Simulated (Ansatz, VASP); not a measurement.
**Zn2Si2N in VASP and in Ansatz**

```
CELL_PARAMETERS angstrom
4.90020 -3.00275 0.00000
4.90020 3.00275 0.00000
0.00000 0.00000 2.63854
ATOMIC_POSITIONS crystal
Zn 0.16499 0.16499 0.00000
Zn 0.83501 0.83501 0.00000
Si 0.72694 0.27306 0.50000
Si 0.27306 0.72694 0.50000
N 0.50000 0.50000 0.00000
```

Alike in both runs: functional PBE; k mesh 4 × 4 × 6; occupations gaussian, width 0.1 eV; no spin polarisation.

Ansatz relaxed the structure, and its values are those at the end. VASP's run is a single point on that final structure, the one shown.

|  | VASP | Ansatz |
| --- | --- | --- |
| version | VASP 6.6.1 | Ansatz 0.2.0 |
| potentials or method | VASP PAW PBE potentials, release 64 (Zn, Si, N) | scalar-relativistic, plane waves, PAW |
| plane-wave cutoff (eV) | 520 | 420 |
| valence electrons in the cell | 37 | 37 |

|  | VASP | Ansatz | Ansatz less VASP |
| --- | --- | --- | --- |
| gap on the k mesh at the Fermi level (eV) | none | none | - |
| pressure (GPa) | 0.1 | 0.0 | -0.08 |
| rms of the force components (eV/Å) | 0.010 | 0.002 | -0.0081 |

A gap of «none» marks a metal or a gap that the smearing closes. With one functional, cell and mesh, what is left measures potentials, basis and numerics.

Caveats: the k mesh is coarse (spacing up to 0.40 Å⁻¹), so the values aren't converged.
